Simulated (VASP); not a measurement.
Here is a VASP 6.6.1 calculation.

INCAR

```
SYSTEM = CaF2
  PREC = Accurate
  ENCUT = 600
  EDIFF = 1E-7
  ISMEAR = 0
  SIGMA = 0.03
  LREAL = .False.
  LASPH = .True.
  NELM = 80
  ALGO = Normal
  ISIF = 2
  LWAVE = .False.
  LCHARG = .False.
  GGA = PE
  IBRION = 2
  NSW = 40
  EDIFFG = -0.01
```

Contents of KPOINTS:

```
Automatic mesh
0
Gamma
  8 8 8
  0 0 0
```

POSCAR

```
CaF2                                    
1.0
    0.0000000000      2.7193997336      2.7193997336
    2.7193997336     -0.0000000000      2.7193997336
    2.7193997336      2.7193997336      0.0000000000
  Ca              F             
     1     2
Direct
     1.0000000000000000    1.0000000000000000    1.0000000000000000
     0.2500000000000000    0.2500000000000000    0.2500000000000000
     0.7500000000000000    0.7500000000000000    0.7500000000000000
```

Potentials or basis: VASP PAW PBE potentials, release 64 (Ca_sv, F).

Run with:

```console
$ cat potpaw_PBE.64/Ca_sv/POTCAR potpaw_PBE.64/F/POTCAR > POTCAR
$ mpirun -np 1 vasp_std > vasp.out
```

Problem. What does it give for the band gap on the k mesh?

Solution. 7.36 eV, indirect (least direct gap 7.61 eV).

Final structure:
```
Ca F
1.0
     0.00000    2.71940    2.71940
     2.71940    0.00000    2.71940
     2.71940    2.71940    0.00000
Ca F
1 2
Direct
  0.00000 0.00000 0.00000
  0.25000 0.25000 0.25000
  0.75000 0.75000 0.75000
```

Caveat: the relaxation stopped at its first step, so nothing moved. A k mesh can miss the band edges.
